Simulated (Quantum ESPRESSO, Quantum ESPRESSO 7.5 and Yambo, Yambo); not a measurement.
# Sb (buckled honeycomb monolayer): G0W0 on several meshes in Yambo

Wanted: mesh dependence and cost of G0W0 for Sb (buckled honeycomb monolayer).

Main program and level: Quantum ESPRESSO 7.5 and Yambo 5.3.0; PBE and many-body steps on it, plane waves.

Report form: the programs' logs are mostly left out.

## Step 1: Starting point

The cell holds 2 atoms: 2 Sb. Its edges and angles: a = 4.127 Å, b = 4.127 Å, c = 14.000 Å, α = 90.0°, β = 90.0°, γ = 120.0°. Vacuum lies along c.

The structure was relaxed with PBE. The runs that relaxed it are not among those shown. Spin-orbit coupling is left out unless a step names it.

## Step 2: Empty states on the mesh, 6×6×1 mesh, 423 bands

This step: Quantum ESPRESSO 7.5; DFT, PBE, plane waves, norm-conserving pseudopotentials.

The sums over transitions need many empty states on a uniform mesh; this step solves for them.

Input file pw.in:

```
&control
  calculation = 'nscf'
  prefix = 'x'
  outdir = 'o'
  pseudo_dir = 'pseudo'
/
&system
  ibrav = 0
  nat = 2
  ntyp = 1
  ecutwfc = 88.0
  nbnd = 423
  force_symmorphic = .true.
/
&electrons
  conv_thr = 1e-9
  electron_maxstep = 80
  diago_full_acc = .true.
  diago_thr_init = 5e-6
/
ATOMIC_SPECIES
  Sb 121.76 Sb.upf
CELL_PARAMETERS angstrom
  4.1272254436 0.0000000001 0.0000000000
  -2.0636127219 3.5742820813 0.0000000000
  0.0000000000 0.0000000000 14.0000000000
ATOMIC_POSITIONS crystal
  Sb 0.3333333333 0.6666666667 0.4415848827
  Sb 0.6666666667 0.3333333333 0.5584151173
K_POINTS automatic
  6 6 1 0 0 0
```

On the command line:

```console
> OMP_NUM_THREADS=1 mpirun -n 4 pw.x -nk 4 -in pw.in > pw.out
```

The job ended after 3.6 min (4 MPI ranks of Arm Neoverse V2, shared host; peak memory 3 GiB; 14 min of CPU time).

This step gave:

```
gap                                                           : 1.314 eV
k of the valence top                                          : 0, 0, 0
k of the conduction bottom                                    : 0, 0.3333, 0
least direct gap                                              : 1.578 eV
k points computed                                             : 7
lowest point of the top converged band, above the valence top : 88.8914 eV
```

On this mesh the gap is 1.314 eV.

The density comes from a self-consistent run that is not shown.

## Step 3: Conversion and set-up

This step: Yambo 5.3.0; conversion and set-up on PBE, plane waves, norm-conserving pseudopotentials.

The states are converted to the many-body program's format and the q mesh is built.

On the command line:

```console
> (cd o/x.save; p2y > p2y.log; mv SAVE ../..); yambo > setup.log
```

Elapsed: 2.8 s, on 1 MPI rank; peak memory 0.26 GiB.

## Step 4: 6×6×1

Now the one-shot GW correction: screening in the RPA, then the self-energy of the levels asked for.

This step: G0W0 on PBE, plane waves, norm-conserving pseudopotentials.

Input file gw2.in:

```
HF_and_locXC
gw0
dyson
ppa
em1d
rim_cut
rim_w
RandQpts= 3000000
RandGvec= 100 RL
CUTGeo= "slab z"
RandGvecW= 9 RL
EXXRLvcs= 88 Ry
VXCRLvcs= 352 Ry
Chimod= "HARTREE"
% BndsRnXp
 1 | 209 |
%
NGsBlkXp= 10.5 Ry
% LongDrXp
 1 | 1 | 0 |
%
% GbndRnge
 1 | 209 |
%
DysSolver= "n"
ExtendOut
PPAPntXp= 27.21138 eV
% QPkrange
 1 | 1 | 22 | 25 |
 3 | 3 | 22 | 25 |
%
```

On the command line:

```console
> OMP_NUM_THREADS=1 mpirun -n 4 yambo -F gw2.in -J gw2 -C gw2 > gw2.log
```

Wall time 12 min (4 MPI ranks); peak memory 3.8 GiB; 49 min of CPU time.

This step gave:

| Item | Value |
| --- | --- |
| G0W0 gap on the points computed | 2.157 eV |
| starting gap on the mesh | 1.314 eV |
| k of the valence top | 0, 0, 0 |
| k of the conduction bottom | 0, 0.3333, 0 |
| least direct G0W0 gap on the computed points | 2.627 eV |
| Z at the valence top | 0.7351 |
| Z at the conduction bottom | 0.7404 |

The gap on the mesh goes from 1.31 eV to 2.16 eV, a correction of +0.84 eV.

## Step 5: Empty states on the mesh, 3×3×1 mesh, 209 bands

This step: Quantum ESPRESSO 7.5; DFT, PBE, plane waves, norm-conserving pseudopotentials.

Changes to pw.in since step 2:

```diff
@@ -11,3 +11,3 @@
   ecutwfc = 88.0
-  nbnd = 423
+  nbnd = 209
   force_symmorphic = .true.
@@ -30,2 +30,2 @@
 K_POINTS automatic
-  6 6 1 0 0 0
+  3 3 1 0 0 0
```

On the command line:

```console
> OMP_NUM_THREADS=1 mpirun -n 4 pw.x -nk 4 -in pw.in > pw.out
```

The job ended after 35 s (4 MPI ranks; peak memory 1.3 GiB; 2.3 min of CPU time).

This step gave:

```
gap                                                           : 1.314 eV
k of the valence top                                          : 0, 0, 0
k of the conduction bottom                                    : 0, 0.3333, 0
least direct gap                                              : 1.578 eV
k points computed                                             : 3
lowest point of the top converged band, above the valence top : 52.1444 eV
```

On this mesh the gap is 1.314 eV.

## Step 6: Conversion and set-up

This step: Yambo 5.3.0; conversion and set-up on PBE, plane waves, norm-conserving pseudopotentials.

On the command line:

```console
> (cd o/x.save; p2y > p2y.log; mv SAVE ../..); yambo > setup.log
```

Elapsed: 2 s, on 1 MPI rank; peak memory 0.26 GiB.

## Step 7: 3×3×1

This step: G0W0 on PBE, plane waves, norm-conserving pseudopotentials.

gw11.in, as its differences from gw2.in of step 4:

```diff
@@ -29,3 +29,3 @@
  1 | 1 | 22 | 25 |
- 3 | 3 | 22 | 25 |
+ 2 | 2 | 22 | 25 |
 %
```

On the command line:

```console
> OMP_NUM_THREADS=1 mpirun -n 4 yambo -F gw11.in -J gw11 -C gw11 > gw11.log
```

It took 2.1 min on 4 MPI ranks; peak memory 2.7 GiB.

This step gave:

| Quantity | Value |
| --- | --- |
| G0W0 gap on the points computed | 1.936 eV |
| starting gap on the mesh | 1.314 eV |
| k of the valence top | 0, 0, 0 |
| k of the conduction bottom | 0, 0.3333, 0 |
| least direct G0W0 gap on the computed points | 2.396 eV |
| Z at the valence top | 0.6469 |
| Z at the conduction bottom | 0.6465 |

Against G0W0 in Yambo (6×6×1 mesh, 209 bands, screening to 142.9 eV, Godby-Needs plasmon pole), the gap moves by −0.221 eV.

## Step 8: The runs together

Times are wall times on 4 MPI ranks of Arm Neoverse V2, shared host, good to a factor of about two.

| run | mesh | bands | screening cutoff (eV) | DFT gap (eV) | gap on the mesh (eV) | direct (eV) | time |
| --- | --- | --- | --- | --- | --- | --- | --- |
| 6×6×1 | 6×6×1 | 209 | 142.9 | 1.314 | 2.157 | 2.627 | 12 min |
| 3×3×1 | 3×3×1 | 209 | 142.9 | 1.314 | 1.936 | 2.396 | 2.1 min |

## Step 9: Summary of results

```
6×6×1        : 2.157 eV
3×3×1        : 1.936 eV
known limits : not at the basis limit; no spin-orbit coupling
```

3×3×1: −0.221 eV against 6×6×1. Bands and cutoff are finite, so the gap is not at the basis limit. The miss can reach some tenths of an eV and take either sign; the mesh is an error of its own. In the G0W0 runs levels were corrected at 2 k points alone, so a gap called «on the mesh» is the least over those, and an edge elsewhere would be missed. The many-body steps are scalar-relativistic: spin-orbit coupling is not in them.

[Paths, hosts, dates, memory and timing lines, banners, echoed tables and standing remarks are left out of the program output.]

[Logs are printed without paths, hosts, clocks, repeated set-up lines and the standing remarks that a program may print on its own settings, such as how far it seeks lower states.]

[Runs of the session that timed out or met a known fault of the program may be left out.]

[Hosts, paths, dates, database ids (printed as entryN), source tags and the programs' standing remarks are cut or masked in the printed files.]
